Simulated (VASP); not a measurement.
# H (I4/mmm) in VASP: a series of runs

One crystal, H, is run at these levels: PBE; tasks: single point.

All numbers are computed with VASP 6.6.1; they aren't measurements. Logs are shortened: lines on timing, memory, paths and dates and some standing lists are left out, and cuts for length are marked.

## 1. The crystal as given

The structure is tetragonal, space group I4/mmm (No. 139). Conventional cell: a = 3.383 Å, b = 3.383 Å, c = 4.117 Å, α = 90.00°, β = 90.00°, γ = 90.00°. Around H (site symmetry 4mm) lie 1 H at 0.74 Å.

## 2. Single point, PBE

The input, INCAR:

```
SYSTEM = H
PREC = Accurate
ENCUT = 700
EDIFF = 1E-6
ISMEAR = 1
SIGMA = 0.2
LREAL = .False.
LASPH = .True.
NELM = 100
ALGO = Normal
ISIF = 2
LWAVE = .False.
LCHARG = .False.
GGA = PE
NBANDS = 8
ADDGRID = .False.
```

The input, KPOINTS:

```
regular mesh
0
Gamma
  14 14 14
  0 0 0
```

The input, POSCAR:

```
H
1.0
   -1.6915344700      1.6915344700      2.0584739900
    1.6915344700     -1.6915344700      2.0584739900
    1.6915344700      1.6915344700     -2.0584739900
H
2
Direct
    0.0901377100      0.0901377100      0.0000000000
    0.9098622900      0.9098622900      0.0000000000
```

Potentials or basis: VASP PAW PBE potentials, release 64 (H).

Run with:

```
$ cat potpaw_PBE.64/H/POTCAR > POTCAR
$ mpirun -np 1 vasp_std > vasp.out
```

OUTCAR:

```text
SYSTEM = H
   PREC = Accurate
   ENCUT = 700
   EDIFF = 1E-6
   ISMEAR = 1
   LREAL = .False.
   LASPH = .True.
   NELM = 100
   ISIF = 2
   GGA = PE

 Found    244 irreducible k-points:

 Following reciprocal coordinates:
            Coordinates               Weight
  0.000000  0.000000  0.000000      1.000000
  0.071429 -0.000000  0.000000      8.000000
  0.142857  0.000000  0.000000      8.000000
  0.214286  0.000000 -0.000000      8.000000
  0.285714 -0.000000  0.000000      8.000000
  0.357143 -0.000000  0.000000      8.000000
   k-points           NKPTS =    244   k-points in BZ     NKDIM =    244   number of bands    NBANDS=      8
   number of dos      NEDOS =    301   number of ions     NIONS =      2
   total plane-waves  NPLWV =  21952
   dimension x,y,z NGX =    28 NGY =   28 NGZ =   28
   dimension x,y,z NGXF=    56 NGYF=   56 NGZF=   56
   ions per type =               2
   NGX,Y,Z   is equivalent  to a cutoff of  14.75, 14.75, 14.75 a.u.
   NGXF,Y,Z  is equivalent  to a cutoff of  29.50, 29.50, 29.50 a.u.
 SYSTEM =  H
   PREC   = accura    normal or accurate (medium, high low for compatibility)
   ISTART =      0    job   : 0-new  1-cont  2-samecut
   ICHARG =      2    charge: 1-file 2-atom 10-const
   ISPIN  =      1    spin polarized calculation?
   LNONCOLLINEAR =      F non collinear calculations
   LSORBIT =      F    spin-orbit coupling
   LASPH  =      T    aspherical Exc in radial PAW
   ENCUT  =  700.0 eV  51.45 Ry    7.17 a.u.   6.81  6.81  6.81*2*pi/ulx,y,z
   NELM   =    100;   NELMIN=  2; NELMDL= -5     # of ELM steps
   EDIFF  = 0.1E-05   stopping-criterion for ELM
   LREAL  =      F    real-space projection
   EDIFFG = 0.1E-04   stopping-criterion for IOM
   NSW    =      0    number of steps for IOM
   IBRION =     -1    ionic relax: 0-MD 1-quasi-New 2-CG
   NFREE  =      0    steps in history (QN), initial steepest desc. (CG)
   ISIF   =      2    stress and relaxation
   ISYM   =      2    0-nonsym 1-usesym 2-fastsym
   POTIM  = 0.5000    time-step for ionic-motion
   TEBEG  =    0.0;   TEEND  =   0.0 temperature during run
   PSTRESS=    0.0 pullay stress
   NELECT =       2.0000    total number of electrons
   NUPDOWN=      -1.0000    fix difference up-down
   EMIN   =  10.00;   EMAX   =-10.00  energy-range for DOS
   EFERMI =   0.00;   METHOD = LEGACY
   ISMEAR =     1;   SIGMA  =   0.20  broadening in eV -4-tet -1-fermi 0-gaus
   EFERMI_NEDOS =   21; number of points for ismear=-14 and -15
   IALGO  =     38    algorithm
   IMIX   =      4    mixing-type and parameters
     AMIX     =   0.40;   BMIX     =  1.00
     AMIX_MAG =   1.60;   BMIX_MAG =  1.00
  volume/ion in A,a.u.               =      11.78        79.49
  Fermi-wavevector in a.u.,A,eV,Ry     =   0.719497  1.359653  7.043413  0.517676
  Thomas-Fermi vector in A             =   1.808708
   LORBIT       =      0    0 simple, 1 ext, 2 COOP (PROOUT), +10 PAW based schemes
   GGA     = PE    functional components
   LHFCALC =     F    Hartree Fock is set to
   AEXX    =    0.0000 exact exchange contribution
   IVDW    =     0    specifies the selected vdW correction
   LEPSILON=     F    determine dielectric tensor
   LRPA    =     F    only Hartree local field effects (RPA)
 non-spin polarized calculation
 Methfessel and Paxton  Order N= 1 SIGMA  =   0.20
  energy-cutoff  :      700.00
  volume of cell :       23.56
 maximum number of plane-waves:      1016
   NGX = 13   NGY = 13   NGZ = 13

 number of electron       2.0000001 magnetization

 Free energy of the ion-electron system (eV)
  ---------------------------------------------------
  ext. energy  EPLUGINS =         0.00000000
  ---------------------------------------------------
  free energy    TOTEN  =        -6.78302586 eV

  energy without entropy =       -6.78421479  energy(sigma->0) =       -6.78342217

 E-fermi :  -8.1276     XC(G=0):  -5.3443

 val. band max:       -8.1586249527   @ k =   0.5000   0.5000   0.5000
 cond. band min:       0.7804966252   @ k =   0.5000  -0.0000   0.0000
 fundamental gap:      8.9391215779
 Fermi energy:        -8.1275990704

 k-point     1 :       0.0000    0.0000    0.0000
  band No.  band energies     occupation
      1     -10.5233      2.00000
      2       5.4438      0.00000
      3       8.9312      0.00000
      4      15.3788      0.00000
      5      15.3788      0.00000
      6      17.4559      0.00000
      7      17.4559      0.00000
      8      18.9763      0.00000

 k-point     2 :       0.0714   -0.0000    0.0000
  band No.  band energies     occupation
      1     -10.4613      2.00000
      2       5.1416      0.00000
      3       9.0630      0.00000
      4      14.7077      0.00000
      5      14.9095      0.00000
      6      17.4926      0.00000
      7      17.9176      0.00000
      8      18.5887      0.00000

 k-point     3 :       0.1429    0.0000    0.0000
  band No.  band energies     occupation
      1     -10.2815      2.00000
      2       4.3924      0.00000
      3       9.3137      0.00000
      4      13.3294      0.00000
      5      14.1249      0.00000
      6      17.9876      0.00000
      7      17.9883      0.00000
      8      18.7309      0.00000

 k-point     4 :       0.2143    0.0000   -0.0000
  band No.  band energies     occupation
      1     -10.0035      2.00000
      2       3.4385      0.00000
      3       9.4780      0.00000
      4      12.0613      0.00000
      5      13.4173      0.00000
      6      17.1494      0.00000
      7      17.9343      0.00000
      8      19.0478      0.00000

 k-point     5 :       0.2857   -0.0000    0.0000
  band No.  band energies     occupation
      1      -9.6647      2.00000
      2       2.4564      0.00000
      3       9.4323      0.00000
      4      11.2019      0.00000
      5      12.8609      0.00000
      6      16.2920      0.00000
      7      17.4146      0.00000
      8      20.0201      0.00000

 k-point     6 :       0.3571   -0.0000    0.0000
  band No.  band energies     occupation
      1      -9.3245      2.00000
      2       1.5947      0.00000
      3       9.1742      0.00000
      4      10.7995      0.00000
      5      12.4685      0.00000
      6      15.6339      0.00000
      7      17.2231      0.00000
      8      19.5524      0.00000

 [... further k-points ...]

------------------------ aborting loop because EDIFF is reached ----------------------------------------

  FORCE on cell =-STRESS in cart. coord.  units (eV):
  Direction    XX          YY          ZZ          XY          YZ          ZX
  --------------------------------------------------------------------------------------
  -------------------------------------------------------------------------------------
  Total        0.0533974      0.0533974      0.2479948      0.0000000      0.0000000      0.0000000
  in kB        3.6313142      3.6313142     16.8649901      0.0000000      0.0000000      0.0000000
  external PRESSURE =       8.0425395 kB  Pullay stress =       0.0000000 kB

 VOLUME and BASIS-vectors are now :
 -----------------------------------------------------------------------------
  energy-cutoff  :      700.00
  volume of cell :       23.56
      direct lattice vectors                 reciprocal lattice vectors
    -1.691534470  1.691534470  2.058473990     0.000000000  0.295589602  0.242898381
     1.691534470 -1.691534470  2.058473990     0.295589602  0.000000000  0.242898381
     1.691534470  1.691534470 -2.058473990     0.295589602  0.295589602  0.000000000

 POSITION                                       TOTAL-FORCE (eV/Angst)
 -----------------------------------------------------------------------------------
      0.00000      0.00000      0.37109         0.000000      0.000000      0.256023
      0.00000      0.00000      3.74586        -0.000000     -0.000000     -0.256023
 -----------------------------------------------------------------------------------
    total drift:                                0.000000      0.000000     -0.000000

  FREE ENERGIE OF THE ION-ELECTRON SYSTEM (eV)
  ---------------------------------------------------
  free  energy   TOTEN  =        -6.7830258574 eV

  energy  without entropy=       -6.7842147865  energy(sigma->0) =       -6.78342217
```

Run time: 89 s. Hardware: 1 thread of Intel Xeon Platinum 8259CL at 2.50GHz (Skylake/Cascade Lake), shared host; peak memory 0.18 GiB.

These settings aren't checked as converged: the numbers below hold their error.

What came out:

```
Free energy            : -6.7830 eV
Pressure               : 0.8 GPa
Largest force          : 0.256 eV/Å
Band gap on the k mesh : 8.94 eV, indirect (least direct gap 9.75 eV)
```

## 3. Single point, PBE

Edit INCAR of step 2 so:

```diff
@@ -2,3 +2,3 @@
 PREC = Accurate
-ENCUT = 700
+ENCUT = 550
 EDIFF = 1E-6
```

The input, KPOINTS:

```
regular mesh
0
Gamma
  17 17 17
  0 0 0
```

POSCAR is that of step 2.

Potentials or basis: VASP PAW PBE potentials, release 64 (H).

Run with:

```
$ cat potpaw_PBE.64/H/POTCAR > POTCAR
$ mpirun -np 1 vasp_std > vasp.out
```

Wall time 48 s (1 thread of Intel Xeon Platinum 8259CL at 2.50GHz (Skylake/Cascade Lake), shared host); peak memory 0.17 GiB.

The run converged, but some of its settings lie outside the range that counts as converged, so its numbers aren't taken as properties of the crystal.

Results:

- Free energy: -6.7816 eV
- Pressure: 0.7 GPa
- Largest force: 0.262 eV/Å
- Band gap on the k mesh: 8.98 eV, indirect (least direct gap 9.78 eV)

Caveat: an odd mesh through Γ misses points on the zone boundary, where band edges often lie.

## 4. For comparison

An earlier run on the cell as given: functional PBE; potentials or basis VASP PAW PBE potentials, release 64 (H); cutoff 520 eV; k mesh 11 × 11 × 11; occupations fermi-dirac, width 0.05 eV; no spin polarisation.

- Pressure: 0.6 GPa
- Largest force: 0.264 eV/Å
- Band gap on the k mesh: 9.05 eV, indirect (least direct gap 9.84 eV)
